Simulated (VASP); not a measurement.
A run of VASP 6.6.1 is set up as follows.

The input INCAR:

```
SYSTEM = PbO
ALGO = Fast ; EDIFF = 1E-6
EDIFFG = -0.01 ; ENCUT = 600
GGA = PS ; IBRION = 2
ISIF = 3 ; ISMEAR = 0
KPAR = 2 ; LASPH = .True.
LCHARG = .False. ; LREAL = .False.
LWAVE = .False. ; NELM = 100
NSW = 40 ; PREC = Accurate
SIGMA = 0.02
```

File KPOINTS:

```
k-points
0
Gamma
  6 6 6
  0 0 0
```

File POSCAR:

```
PbO
1.0
    3.9900000000      0.0000000000      0.0000000000
    0.0000000000      3.9900000000      0.0000000000
    0.0000000000      0.0000000000      5.0100000000
Pb O
2 2
Direct
    0.5000000000      0.0000000000      0.7600000000
    0.0000000000      0.5000000000      0.2400000000
    0.5000000000      0.5000000000      0.0000000000
    0.0000000000      0.0000000000      0.0000000000
```

Potentials or basis: VASP PAW PBE potentials, release 64 (Pb_d, O).

Launch:

```console
$ cat potpaw_PBE.64/Pb_d/POTCAR potpaw_PBE.64/O/POTCAR > POTCAR
$ mpirun -np 2 vasp_std > vasp.out
```

Task: What does it give for the relaxed volume?

Result: 20.07 Å³/atom.

Task: Predict the relaxed cell.

Result: a = 3.988 Å, b = 3.988 Å, c = 5.049 Å, α = 90.00°, β = 90.00°, γ = 90.00°.

Final structure:
```yaml
crystal:
  lattice:
    - [3.98804, 0.00000, 0.00000]
    - [0.00000, 3.98804, 0.00000]
    - [0.00000, 0.00000, 5.04878]
  atoms:
    - { symbol: Pb, position: [0.50000, 0.00000, 0.76496] }
    - { symbol: Pb, position: [0.00000, 0.50000, 0.23504] }
    - { symbol: O, position: [0.50000, 0.50000, 0.00000] }
    - { symbol: O, position: [0.00000, 0.00000, 0.00000] }
```

Caveat: the PAW data sets were made with another functional, which shifts forces and pressure a little. Zero-point motion and thermal expansion aren't in these numbers.
